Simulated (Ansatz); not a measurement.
H2 on the (100) surface of Cu, space group Fm-3m (No. 225) (top face towards +c; held atoms: 1, 2, 3, 4, 5, 6, 7, 8), one molecule per 25.4 Å². Starting structure (flat, lowest atom H over a top Cu site; the molecule's atoms stand last):

```
CELL_PARAMETERS angstrom
5.03937 0.00000 0.00000
0.00000 5.03937 0.00000
0.00000 0.00000 23.34506
ATOMIC_POSITIONS crystal
Cu 0.25000 0.25000 0.34268
Cu 0.25000 0.75000 0.34268
Cu 0.75000 0.25000 0.34268
Cu 0.75000 0.75000 0.34268
Cu 0.50000 0.50000 0.41900
Cu 0.50000 0.00000 0.41900
Cu 0.00000 0.50000 0.41900
Cu 0.00000 0.00000 0.41900
Cu 0.75000 0.75000 0.49694
Cu 0.75000 0.25000 0.49694
Cu 0.25000 0.75000 0.49694
Cu 0.25000 0.25000 0.49694
Cu 0.00000 0.00000 0.57265
Cu 0.00000 0.50000 0.57265
Cu 0.50000 0.00000 0.57265
Cu 0.50000 0.50000 0.57265
H 0.00000 0.00000 0.67717
H 0.06601 0.86661 0.67717
```

Method: DFT PBE+D3(BJ), scalar-relativistic, plane waves, PAW in Ansatz. Cutoff 420 eV; k points 4×4×1 on the computed 18-atom cell (Γ-centred); Gaussian smearing, width 0.10 eV; no spin polarisation. A dipole correction removes the field between periodic images along c.

E_ads is per molecule, from the clean relaxed slab and the free relaxed molecule; negative means bound; no zero-point or thermal terms, forces under 0.04 eV/Å, and the free molecule is spin-polarised where open-shell. Heights count from the highest slab atom.

(1) How strongly does it adsorb?

(2) Does the molecule survive, and how close does it come to the surface?

(3) How do the dipole along +c and the top face's work function change?

Each end is the local minimum that its start leads to.

Results:

(1) -0.13 eV.

(2) It stays whole. Its lowest atom lies 1.82 Å over the highest slab atom; shortest contacts H–Cu 1.86 Å, H–Cu 1.86 Å.

(3) The dipole changes by +0.104 e·Å a cell, the work function by -0.68 eV.